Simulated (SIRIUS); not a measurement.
## WC in SIRIUS: the effect of potentials

Crystal: WC.

```
CELL_PARAMETERS angstrom
2.90050 0.00000 0.00000
-1.45025 2.51191 0.00000
0.00000 0.00000 2.82900
ATOMIC_POSITIONS crystal
W 0.01394 0.00940 0.97669
C 0.65273 0.32393 0.52331
```

The cell isn't the ideal one: atom 2 moved 0.15 Å.

Alike in all runs:

| Item | Value |
| --- | --- |
| Program | SIRIUS 7.10.0 |
| Task | single point |
| Functional | PBE |
| k mesh | 6 × 6 × 5 |
| Occupations | fermi-dirac, width 0.05 eV |
| Spin | no spin polarisation |

| potentials | cutoff | pressure (GPa) |
| --- | --- | --- |
| PseudoDojo 0.4.1 PBE standard (scalar relativistic) | 1127 eV | 13.4 |
| JTH 2.0 PBE (PAW) | 557 eV | 13.4 |
| PseudoDojo 0.4 PBE stringent (scalar relativistic) | 1127 eV | 13.4 |
| SSSP 1.3.0 PBE efficiency | 828 eV | ? |
| SG15 1.2 PBE (norm-conserving) | 1127 eV | 12.7 |
| PseudoDojo 0.5 PBE standard (scalar relativistic) | 1127 eV | 13.4 |
| SPMS 1.0 PBE (norm-conserving) | 1127 eV | 13.5 |

Q: What does the run with potentials SSSP 1.3.0 PBE efficiency give?

A: Pressure 14.1 GPa.

Caveats: all runs use coarse meshes.

The runs don't all hold the same shells in valence.
